An electron wave in a crystal is labelled by a wavevector, which fixes how the phase of the wave changes from one atom to the next. At the centre of the Brillouin zone, point 1 below, every atom has the same phase. Points 2, 3 and 4 lead from there to the zone boundary at L, and points 5, 6 and 7 lead to the boundary at X. Point a and point b are the coordinates along two reciprocal cell vectors, and energies count from the Fermi energy, up to which the levels are filled.

Kohn-Sham levels of fcc rhodium at fixed geometry, computed with exciting sodium using PBE and all-electron LAPW+lo, without spin polarisation or spin-orbit coupling. The k mesh is 12×12×12, with Gaussian smearing of 0.025 eV. The coordinate along the third reciprocal cell vector is 0 at every point, and energies count from the Fermi energy.

| point a (reciprocal cell vector) | point b (reciprocal cell vector) | level under 4 (eV) | level under 3 (eV) | level under 2 (eV) | level under 1 (eV) | level over 1 (eV) | level over 2 (eV) |
| --- | --- | --- | --- | --- | --- | --- | --- |
| 0.0000 | 0.0000 | -3.17 | -3.17 | -1.066 | -1.066 | 15.797 | 21.234 |
| 0.3333 | 0.0000 | -2.99 | -2.05 | -0.305 | -0.305 | 12.542 | 16.629 |
| 0.4167 | 0.0000 | -6.16 | -3.18 | -3.177 | -0.286 | 0.274 | 0.274 |
| 0.5000 | 0.0000 | -46.55 | -6.22 | -3.251 | -3.251 | 0.513 | 0.513 |
| 0.2500 | 0.2500 | -2.00 | -1.54 | -1.539 | -0.337 | 18.581 | 19.007 |
| 0.3333 | 0.3333 | -5.46 | -0.47 | -0.472 | -0.468 | 0.059 | 16.273 |
| 0.5000 | 0.5000 | -46.72 | -46.72 | -6.430 | -6.060 | 0.481 | 0.935 |

**1. Is the wide step between filled and empty levels at the centre a band gap?**

No. The columns number the levels downward and upward from the Fermi energy at each point separately, so one column jumps from band to band. The step from the first level under to the first level over is about 17 eV at the centre but only 0.5 eV at point 6. A band gap would have to separate the same bands at every point of the zone.

The number of filled bands shows what happens instead. Rhodium has six bands in this region, made mainly from the five 4d orbitals and the 5s orbital, with 5p mixed in towards the zone boundary. Six lie below the Fermi energy at the centre, three at L and two at X. Where all six are filled, the next level belongs to a much higher band, and hence the wide step.

Electron counting leads to the same result. Each band holds two electrons per atom, and rhodium has nine valence electrons, so 4.5 bands are filled on average. An insulator needs the same whole number at every point, which an average of 4.5 rules out in this nonmagnetic crystal with one atom per cell. In practice, count the bands before reading a step as a gap.

The count also explains the sudden entries near -46.6 eV at L and X. They are 4p levels of the atomic shell beneath the valence bands, and they enter the columns only because few valence levels remain below the Fermi energy. At L they lie 40 eV under the lowest valence level, so they do not mark the bottom of the valence band.

**2. Which d levels lie higher at the centre, and why?**

In a free atom the five d orbitals have one energy. In the cubic crystal they form a group of three, at -3.17 eV at the centre, and a group of two, at -1.07 eV. The group of two is higher by 2.1 eV. The energies come from the calculation, while the reason for their order follows from the shapes of the orbitals.

Each atom in this structure has twelve nearest neighbours, which sit along the face diagonals of the cube. The three lower orbitals, called xy, xz and yz, point their lobes along these diagonals. When neighbouring atoms have equal phase, lobes of the same sign meet head-on, which is bonding and lowers the energy.

The two upper orbitals point along the cube edges, between the nearest neighbours. They have less head-on overlap and more sideways overlap, and sideways overlap at equal phase is antibonding. To guess the order in another metal, ask first where the neighbours sit and then which signs meet there.

**3. Why do the d levels spread so far apart at X?**

Call the direction from the centre to X the x axis. At X the phase reverses between successive atomic layers along x. Eight of the twelve neighbours lie in the adjacent layers and so change sign, while the four in the same layer keep theirs. A bond that was favourable at the centre becomes unfavourable if it points out of the layer.

The orbitals xy and xz have their head-on bonds with those eight neighbours. At X these bonds are antibonding, and the pair climbs from -3.17 to 0.935 eV, a rise of 4.1 eV. The orbital yz behaves in the opposite way. Its head-on bonds lie within the layer and survive, while its sideways overlap with the other layers turns bonding, so it sinks to one of the two levels just below -6 eV.

One orbital of the upper group, with lobes along y and z, lies between these extremes. It has half as much head-on overlap to reverse as either orbital of the pair, while the sideways overlap that turns bonding is equally large. It therefore rises by only 1.5 eV, less than half as much as the pair. The direction of the bonds thus decides which d levels empty on the way to X. From the lowest valence level to the antibonding pair, the spread at X reaches 7.4 eV, although the lowest level also contains some s character.

**4. Can the levels between the centre and X be estimated from the two ends?**

They can if a band keeps to one kind of orbital and only nearest neighbours matter. Let $k$ be the wavevector along x and $a$ the edge of the cubic cell. Neighbours in the same layer contribute a constant to the energy. Those in the adjacent layers are displaced by $\pm a/2$ along x, and their phases add up to a term in $\cos(ka/2)$.

This cosine runs from 1 at the centre to -1 at X. The two end energies, $E_0$ at the centre and $E_X$ at X, then fix the whole curve:

$$E(k)=E_0+(E_X-E_0)\,\frac{1-\cos(ka/2)}{2}.$$

The fair case is the single band with lobes along y and z, because symmetry keeps s and p orbitals out of it. It starts at -1.066 eV and ends at 0.481 eV. Point 6 lies two thirds of the way to X, where $ka/2$ is 120° and the fraction in the formula is 3/4:

$$E=-1.066+\tfrac34\,(0.481+1.066)=0.09\ \text{eV}.$$

The calculation has 0.06 eV there. Halfway, at point 5, the formula gives -0.29 eV against a computed -0.34 eV. Both misses are about 3% or less of the band's total rise. The two ends went into the estimate and the points between did not, although the smooth curve also helped to decide which level at point 6 belongs to this band.

The pair made of xy and xz follows the formula less well. The estimate lies about 0.4 eV too high at both intermediate points, which is a tenth of the pair's rise. Theory offers two reasons, and both push the true levels down between the ends. The pair may mix with higher p orbitals there, which symmetry forbids at the centre and at X, and it also feels the second neighbours along the cube edges. How the miss divides between them is untested here.

**5. Which valence band changes fastest on the way to L?**

Bands have to be followed by their symmetry. On this line two pairs of equal levels persist, and the remaining levels are single. Between points 2 and 3 the upper pair rises from -0.305 to 0.274 eV and so crosses the Fermi energy. The upper single band rises from -2.05 to -0.286 eV in the same interval, three times as much.

Two limiting cases explain the contrast. An electron bound tightly to its atom hardly notices the phase of the next atom, so its band is flat. A free electron has an energy that grows with the square of its wavevector, so its band is steep. The d orbitals are compact and stand nearer the first limit, whereas s and p orbitals reach far into the space between atoms and stand nearer the second.

On the line to L only the single bands can mix with the s orbital and with the p orbital that points along the line. This makes the upper one steep once it has left its d-like start, and close to L its character is mainly p. By L it has passed above the Fermi energy. The lower pair hardly moves and stays between -3.3 and -2.9 eV at all four points of the line. Compact orbitals alone cannot explain this, because the d pair in question 3 rises by 4.1 eV on the way to X. On the line to L, however, the two pairs have the same symmetry and can mix. The upper pair then pushes the lower one down, which is expected to cancel most of its rise. Since the slope of a band sets the speed of its electrons, a steep band carries faster electrons than a flat one, even where both lie at the same energy.

**6. What would change if rhodium were replaced by palladium?**

Palladium follows rhodium in the periodic table and brings one more valence electron in the same crystal structure. The simplest picture keeps the bands and fills them further. The first states to fill are then those just above rhodium's Fermi energy, such as the level at 0.059 eV at point 6. The top of the d bands, which includes the pair at 0.935 eV at X, fills last, and in palladium a small part of it stays empty.

States in this upper part of the d bands are largely antibonding, as question 3 argued for the pair at X. Filling them takes away part of the bonding gained lower in the band, which is the familiar reason why cohesion weakens towards the end of a transition series. The bands themselves would not stay quite fixed, because the larger nuclear charge pulls the d orbitals inward and down. The picture therefore serves to say which states fill, and a separate calculation has to say where they lie.

In silver, one element further, the d bands are full and lie well below the Fermi energy. The s-like band alone then crosses it. Rhodium stands on the other side of palladium, with its Fermi energy still inside the d bands, and this is why so many of its levels lie within 1 eV of zero.

**7. Which digits can be trusted?**

The answer depends on the size of the difference. The valence levels were computed without spin-orbit coupling, which would split some of the equal d levels by roughly 0.1 eV or more. The 2.1 eV between the two groups at the centre and the 4.1 eV rise of the pair towards X are far larger than that. The order of the two groups and the direction of the rise are therefore safe. Kohn-Sham levels from PBE can also miss measured band energies by a few tenths of an eV, so even the first decimal is not a firm prediction for real rhodium.

Close to the Fermi energy a small shift can alter the count of filled bands. At point 6 the first level over lies at 0.059 eV, and a finer mesh, another smearing or spin-orbit coupling could move it to the other side. The statement that five bands are filled there is provisional, whereas the drop from six at the centre to two at X is not. If the exact crossing matters, repeat the calculation with spin-orbit coupling and a denser mesh.

The third decimal, which two of the columns lack, is useful for one purpose, namely to recognise levels that symmetry makes equal. Even there it needs care. At point 6 three levels lie within a few thousandths of an eV near -0.47 eV, but only two of them form a pair, and the third belongs to another band that happens to pass by.

The 4p levels need the widest margin. Spin-orbit coupling would split them by a few eV, so the difference between -46.55 eV at L and -46.72 eV at X deserves no interpretation. They are good for telling a deep shell from a valence band, and for that purpose the first two digits suffice.
